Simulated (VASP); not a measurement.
# BeTe (F-43m) in VASP: notebook

Aim: see how the results for BeTe move with the level of theory and the settings. Levels: PBE, LDA, r2SCAN, TB-mBJ. Tasks: band structure, G0W0 quasiparticle levels.

All numbers are computed with VASP 6.6.1; they aren't measurements. Logs are shortened: lines on timing, memory, paths and dates and some standing lists are left out, and cuts for length are marked.

## (1) The structure

Symmetry: F-43m, No. 216, cubic system. The conventional cell has a = 5.540 Å, b = 5.540 Å, c = 5.540 Å, α = 90.00°, β = 90.00°, γ = 90.00°. Around Te (site symmetry -43m) lie 4 Be at 2.40 Å. Be (site symmetry -43m) is surrounded by 4 Te at 2.40 Å.

## (2) Band structure, PBE, spin-orbit coupling, no magnetisation

File INCAR:

```
ALGO     = Normal         # electronic algorithm
EDIFF    = 1E-6           # SCF threshold, eV
ENCUT    = 520            # plane-wave cutoff, eV
GGA      = PE             # functional
GGA_COMPAT= False        
ISIF     = 2              # what is computed and relaxed
ISMEAR   = 0              # smearing method
KPAR     = 2            
LASPH    = True           # aspherical terms in the spheres
LCHARG   = False          # write CHGCAR
LORBIT   = 11             # projections on sites
LREAL    = False          # projectors in reciprocal space
LSORBIT  = True           # spin-orbit coupling
LWAVE    = False          # write WAVECAR
MAGMOM   = 0 0 0 0 0 0    # initial moments
NELM     = 60             # most SCF steps
PREC     = Accurate       # precision mode
SIGMA    = 0.02           # smearing width, eV
```

File KPOINTS:

```
k-points
0
Gamma
  6 6 6
```

File POSCAR:

```
BeTe
1.0
    0.0000000000      2.7700000000      2.7700000000
    2.7700000000      0.0000000000      2.7700000000
    2.7700000000      2.7700000000      0.0000000000
Te Be
1 1
Direct
    0.7500000000      0.7500000000      0.7500000000
    0.0000000000      0.0000000000      0.0000000000
```

File KPOINTS_OPT:

```
path GXWKGLUWLK,UX
10
line-mode
reciprocal
 0.0000000000  0.0000000000  0.0000000000  G
 0.5000000000  0.0000000000  0.5000000000  X

 0.5000000000  0.0000000000  0.5000000000  X
 0.5000000000  0.2500000000  0.7500000000  W

 0.5000000000  0.2500000000  0.7500000000  W
 0.3750000000  0.3750000000  0.7500000000  K

 0.3750000000  0.3750000000  0.7500000000  K
 0.0000000000  0.0000000000  0.0000000000  G

 0.0000000000  0.0000000000  0.0000000000  G
 0.5000000000  0.5000000000  0.5000000000  L

 0.5000000000  0.5000000000  0.5000000000  L
 0.6250000000  0.2500000000  0.6250000000  U

 0.6250000000  0.2500000000  0.6250000000  U
 0.5000000000  0.2500000000  0.7500000000  W

 0.5000000000  0.2500000000  0.7500000000  W
 0.5000000000  0.5000000000  0.5000000000  L

 0.5000000000  0.5000000000  0.5000000000  L
 0.3750000000  0.3750000000  0.7500000000  K

 0.6250000000  0.2500000000  0.6250000000  U
 0.5000000000  0.0000000000  0.5000000000  X
```

Potentials or basis: VASP PAW PBE potentials, release 64 (Te, Be).

Run with:

```bash
cat potpaw_PBE.64/Te/POTCAR potpaw_PBE.64/Be/POTCAR > POTCAR
mpirun -np 2 vasp_ncl > vasp.out
```

OUTCAR:

```text
EDIFF = 1E-6
   ENCUT = 520
   GGA = PE
   ISIF = 2
   ISMEAR = 0
   LASPH = True
   LORBIT = 11
   LREAL = False
   LSORBIT = True
   NELM = 60
   PREC = Accurate

 ion  position               nearest neighbor table
   1  0.750  0.750  0.750-   2 2.40   2 2.40   2 2.40   2 2.40
   2  0.000  0.000  0.000-   1 2.40   1 2.40   1 2.40   1 2.40

  LATTYP: Found a face centered cubic cell.
 ALAT       =     5.5400000000

  Lattice vectors:

 A1 = (   0.0000000000,   2.7700000000,   2.7700000000)
 A2 = (   2.7700000000,   0.0000000000,   2.7700000000)
 A3 = (   2.7700000000,   2.7700000000,   0.0000000000)

Analysis of symmetry for initial positions (statically):
=====================================================================
 Subroutine PRICEL returns:
 Original cell was already a primitive cell.

 Routine SETGRP: Setting up the symmetry group for a
 face centered cubic supercell.

 Subroutine GETGRP returns: Found 24 space group operations
 (whereof 24 operations were pure point group operations)
 out of a pool of 48 trial point group operations.

The static configuration has the point symmetry T_d .

Analysis of symmetry for dynamics (positions and initial velocities):
=====================================================================
 Subroutine PRICEL returns:
 Original cell was already a primitive cell.

 Routine SETGRP: Setting up the symmetry group for a
 face centered cubic supercell.

 Subroutine GETGRP returns: Found 24 space group operations
 (whereof 24 operations were pure point group operations)
 out of a pool of 48 trial point group operations.

The dynamic configuration has the point symmetry T_d .

Analysis of structural, dynamic, and magnetic symmetry:
=====================================================================
 Subroutine PRICEL returns:
 Original cell was already a primitive cell.

 Routine SETGRP: Setting up the symmetry group for a
 face centered cubic supercell.

 Subroutine GETGRP returns: Found 24 space group operations
 (whereof 24 operations were pure point group operations)
 out of a pool of 48 trial point group operations.

The overall configuration has the point symmetry T_d .

 Subroutine INISYM returns: Found 24 space group operations
 (whereof 24 operations are pure point group operations),
 and found     1 'primitive' translations

----------------------------------------------------------------------------------------

                                     Primitive cell

  volume of cell :      42.5079

  direct lattice vectors                    reciprocal lattice vectors
     0.000000000  2.770000000  2.770000000    -0.180505415  0.180505415  0.180505415
     2.770000000  0.000000000  2.770000000     0.180505415 -0.180505415  0.180505415
     2.770000000  2.770000000  0.000000000     0.180505415  0.180505415 -0.180505415

  length of vectors
     3.917371568  3.917371568  3.917371568     0.312644550  0.312644550  0.312644550

  position of ions in fractional coordinates (direct lattice)
     0.750000000  0.750000000  0.750000000
     0.000000000  0.000000000  0.000000000

  ion indices of the primitive-cell ions
   primitive index   ion index
                 1           1
                 2           2

----------------------------------------------------------------------------------------

 KPOINTS: k-points

Automatic generation of k-mesh.
 Grid dimensions read from file:
 generate k-points for:    6    6    6

 Generating k-lattice:

[... 77 lines left out ...]
     AMIX     =   0.40;   BMIX     =  1.00
     AMIX_MAG =   1.60;   BMIX_MAG =  1.00
  volume/ion in A,a.u.               =      21.25       143.43
  Fermi-wavevector in a.u.,A,eV,Ry     =   0.938170  1.772885 11.975354  0.880164
  Thomas-Fermi vector in A             =   2.065355
   LORBIT       =     11    0 simple, 1 ext, 2 COOP (PROOUT), +10 PAW based schemes
   GGA     = PE    functional components
   LHFCALC =     F    Hartree Fock is set to
   AEXX    =    0.0000 exact exchange contribution
   IVDW    =     0    specifies the selected vdW correction
   LEPSILON=     F    determine dielectric tensor
   LRPA    =     F    only Hartree local field effects (RPA)
 Gauss-broadening in eV      SIGMA  =   0.02
  energy-cutoff  :      520.00
  volume of cell :       42.51
 maximum number of plane-waves:      2334
 NGX is ok and might be reduce to    30
   NGX = 15   NGY = 15   NGZ = 15

 number of electron       8.0000000 magnetization      -0.0000000     -0.0000000      0.0000000

 number of electron       8.0000000 magnetization      -0.0000000      0.0000000      0.0000000

 number of electron       8.0000000 magnetization       0.0000000      0.0000000      0.0000000

 number of electron       8.0000000 magnetization      -0.0000000     -0.0000000     -0.0000000

 Free energy of the ion-electron system (eV)
  ---------------------------------------------------
  ext. energy  EPLUGINS =         0.00000000
  ---------------------------------------------------
  free energy    TOTEN  =        -7.66311037 eV

  energy without entropy =       -7.66311037  energy(sigma->0) =       -7.66311037

 E-fermi :   6.0414     XC(G=0):  -9.2551

 val. band max:        5.9603256126   @ k =   0.0000   0.0000   0.0000
 cond. band min:       7.5117973501   @ k =   0.5000   0.5000   0.0000
 fundamental gap:      1.5514717375
 Fermi energy:         6.0414150196

 k-point     1 :       0.0000    0.0000    0.0000
  band No.  band energies     occupation
      1      -6.9625      1.00000
      2      -6.9625      1.00000
      3       5.0387      1.00000
      4       5.0387      1.00000
      5       5.9603      1.00000
      6       5.9603      1.00000
[... 395 lines left out ...]
      3       0.5208      1.00000
      4       0.6761      1.00000
      5       1.8529      1.00000
      6       2.1119      1.00000
[... 8 lines left out ...]
     15      13.4314      0.00000
     16      13.5449      0.00000

------------------------ aborting loop because EDIFF is reached ----------------------------------------

  FORCE on cell =-STRESS in cart. coord.  units (eV):
  Direction    XX          YY          ZZ          XY          YZ          ZX
  --------------------------------------------------------------------------------------
  -------------------------------------------------------------------------------------
  Total        1.2081445      1.2081445      1.2081445      0.0000000      0.0000000     -0.0000000
  in kB       45.5365522     45.5365522     45.5365522      0.0000000      0.0000000     -0.0000000
  external PRESSURE =      45.5365522 kB  Pullay stress =       0.0000000 kB

 VOLUME and BASIS-vectors are now :
 -----------------------------------------------------------------------------
  energy-cutoff  :      520.00
  volume of cell :       42.51
      direct lattice vectors                 reciprocal lattice vectors
     0.000000000  2.770000000  2.770000000    -0.180505415  0.180505415  0.180505415
     2.770000000  0.000000000  2.770000000     0.180505415 -0.180505415  0.180505415
     2.770000000  2.770000000  0.000000000     0.180505415  0.180505415 -0.180505415

 POSITION                                       TOTAL-FORCE (eV/Angst)
 -----------------------------------------------------------------------------------
      4.15500      4.15500      4.15500         0.000000      0.000000      0.000000
      0.00000      0.00000      0.00000        -0.000000     -0.000000     -0.000000
 -----------------------------------------------------------------------------------
    total drift:                               -0.000000     -0.000000     -0.000000

  FREE ENERGIE OF THE ION-ELECTRON SYSTEM (eV)
  ---------------------------------------------------
  free  energy   TOTEN  =        -7.6631103665 eV

  energy  without entropy=       -7.6631103665  energy(sigma->0) =       -7.66311037

 Spin-Orbit-Coupling matrix elements

 Ion:    1  E_soc:     -0.1715696
 l=   1
     0.0000000    -0.0284541    -0.0284541
    -0.0284541     0.0000000    -0.0284541
    -0.0284541    -0.0284541     0.0000000
 l=   2
     0.0000000    -0.0000601     0.0000000    -0.0000601    -0.0000807
    -0.0000601     0.0000000    -0.0000605    -0.0000601    -0.0000202
     0.0000000    -0.0000605     0.0000000    -0.0000605     0.0000000
    -0.0000601    -0.0000601    -0.0000605     0.0000000    -0.0000202
    -0.0000807    -0.0000202     0.0000000    -0.0000202     0.0000000
 l=   3
     0.0000000     0.0000000     0.0000000     0.0000000     0.0000000     0.0000000     0.0000000
     0.0000000     0.0000000     0.0000000     0.0000000     0.0000000     0.0000000     0.0000000
     0.0000000     0.0000000     0.0000000     0.0000000     0.0000000     0.0000000     0.0000000
     0.0000000     0.0000000     0.0000000     0.0000000     0.0000000     0.0000000     0.0000000
     0.0000000     0.0000000     0.0000000     0.0000000     0.0000000     0.0000000     0.0000000
     0.0000000     0.0000000     0.0000000     0.0000000     0.0000000     0.0000000     0.0000000
     0.0000000     0.0000000     0.0000000     0.0000000     0.0000000     0.0000000     0.0000000

 Ion:    2  E_soc:     -0.0000084
 l=   1
     0.0000000    -0.0000014    -0.0000014
    -0.0000014     0.0000000    -0.0000014
    -0.0000014    -0.0000014     0.0000000
 l=   2
     0.0000000     0.0000000     0.0000000     0.0000000     0.0000000
     0.0000000     0.0000000     0.0000000     0.0000000     0.0000000
     0.0000000     0.0000000     0.0000000     0.0000000     0.0000000
     0.0000000     0.0000000     0.0000000     0.0000000     0.0000000
     0.0000000     0.0000000     0.0000000     0.0000000     0.0000000
 l=   3
     0.0000000     0.0000000     0.0000000     0.0000000     0.0000000     0.0000000     0.0000000
     0.0000000     0.0000000     0.0000000     0.0000000     0.0000000     0.0000000     0.0000000
     0.0000000     0.0000000     0.0000000     0.0000000     0.0000000     0.0000000     0.0000000
     0.0000000     0.0000000     0.0000000     0.0000000     0.0000000     0.0000000     0.0000000
     0.0000000     0.0000000     0.0000000     0.0000000     0.0000000     0.0000000     0.0000000
     0.0000000     0.0000000     0.0000000     0.0000000     0.0000000     0.0000000     0.0000000
     0.0000000     0.0000000     0.0000000     0.0000000     0.0000000     0.0000000     0.0000000

 total charge

# of ion       s       p       d       tot
------------------------------------------
    1        1.330   2.170   0.037   3.538
    2        0.385   0.614   0.000   0.999
--------------------------------------------------
tot          1.715   2.784   0.037   4.536

 magnetization (x)

# of ion       s       p       d       tot
------------------------------------------
    1       -0.000   0.000  -0.000  -0.000
    2        0.000   0.000   0.000   0.000
--------------------------------------------------
tot          0.000   0.000  -0.000   0.000

 magnetization (y)

# of ion       s       p       d       tot
------------------------------------------
    1        0.000   0.000   0.000   0.000
    2        0.000   0.000   0.000   0.000
--------------------------------------------------
tot          0.000   0.000   0.000   0.000

 magnetization (z)

# of ion       s       p       d       tot
------------------------------------------
    1        0.000   0.000   0.000   0.000
    2       -0.000   0.000   0.000  -0.000
--------------------------------------------------
tot         -0.000   0.000   0.000  -0.000
```

Wall time 1.7 min (2 MPI ranks of Intel Xeon Platinum 8259CL at 2.50GHz (Skylake/Cascade Lake), shared host); peak memory 0.28 GiB.

What came out:

| Quantity | Value |
| --- | --- |
| Free energy | -7.6631 eV |
| Pressure | 4.6 GPa |
| Valence electrons inside the program's atomic spheres | Te 3.54; Be 1.00 |

## (3) Band structure, LDA, spin-orbit coupling, no magnetisation

Edit INCAR of step 2 so:

```diff
@@ -3,3 +3,2 @@
 ENCUT    = 520            # plane-wave cutoff, eV
-GGA      = PE             # functional
 GGA_COMPAT= False
```

KPOINTS is that of step 2.

POSCAR is that of step 2.

KPOINTS_OPT is that of step 2.

Potentials or basis: VASP PAW LDA potentials, release 64 (Te, Be).

Run with:

```bash
cat potpaw_LDA.64/Te/POTCAR potpaw_LDA.64/Be/POTCAR > POTCAR
mpirun -np 2 vasp_ncl > vasp.out
```

It took 100 s on 2 MPI ranks of Intel Xeon Platinum 8259CL at 2.50GHz (Skylake/Cascade Lake), shared host; peak memory 0.25 GiB.

The run converged. Its results:

| Property | Result |
| --- | --- |
| Free energy | -8.8078 eV |
| Pressure | 0.9 GPa |
| Valence electrons inside the program's atomic spheres | Te 3.55; Be 0.99 |

[end of part 1 of 2]
